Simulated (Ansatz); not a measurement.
# NaI: the cell at several levels of theory

The task here is to estimate one member of a computed series from the others.

Program: Ansatz 0.2.0. PAW datasets, plane waves, zero pressure. The calculation is spin-unpolarised, and the structure need not be a phase that has been made.

## Starting point

It is cubic, F-43m (No. 216); conventional cell a = 6.684 Å, 37.33 Å³ an atom. Na has 4 I at 2.89 Å; I has 4 Na at 2.89 Å.

As a file:

```cif
data_structure
_symmetry_space_group_name_H-M 'P 1'
_symmetry_Int_Tables_number 1
_cell_length_a 4.7264
_cell_length_b 4.7264
_cell_length_c 4.7264
_cell_angle_alpha 60.000
_cell_angle_beta 60.000
_cell_angle_gamma 60.000
_cell_volume 74.66
loop_
_atom_site_label
_atom_site_type_symbol
_atom_site_fract_x
_atom_site_fract_y
_atom_site_fract_z
_atom_site_occupancy
Na1 Na 0.00000 0.00000 0.00000 1
I1 I 0.25000 0.25000 0.25000 1
```

Set-up of the first run:

File input.yaml:

```yaml
crystal:
  lattice:
    - [0.0, 3.3420497682, 3.3420497682]
    - [3.3420497682, 0.0, 3.3420497682]
    - [3.3420497682, 3.3420497682, 0.0]
  atoms:
    - { symbol: Na, position: [0.0, 0.0, 0.0] }
    - { symbol: I, position: [0.25, 0.25, 0.25] }
kpoints:
  mp_grid: { grid: [6, 6, 6] }
hamiltonian:
  xc: pbe
scf:
  occupations: { method: fermi_dirac, width: 0.02 }
relax:
  f_tol: 0.005
  cell: {}
```

Run with:

```bash
$ ansatz run input.yaml --threads 2 --pin off --max-ram 2211MiB --backend cpu --events-out ev --progress --plain --runs-dir out
```

Among the steps run: PBE: cell and atoms; r2SCAN: cell and atoms; PBEsol: cell and atoms; LDA: cell and atoms; Relaxing with HSE06.

One table of the session follows, with a row left open; its other results are not shown here.

| level | a (Å) | volume (Å³/atom) |
| --- | --- | --- |
| PBE | 7.162 | 45.920 |
| r2SCAN | ? | ? |
| PBEsol | 7.055 | 43.889 |
| LDA | 6.894 | 40.962 |
| HSE06 | 7.125 | 45.213 |

**Question.** Estimate the row for r2SCAN.

**Answer.** a (Å): 7.086; volume (Å³/atom): 44.482. In the column «a (Å)» it lies between PBEsol (7.055) and HSE06 (7.125).

What this shows: The first relaxation changed the volume by +23.0 % from the start. LDA gives the smallest cell and PBE the largest; they differ by 12.1 % in volume, a mean of 3.9 % in length. The meshes differ: PBE 6×6×6, r2SCAN 6×6×6, PBEsol 6×6×6, LDA 6×6×6, HSE06 4×4×4.
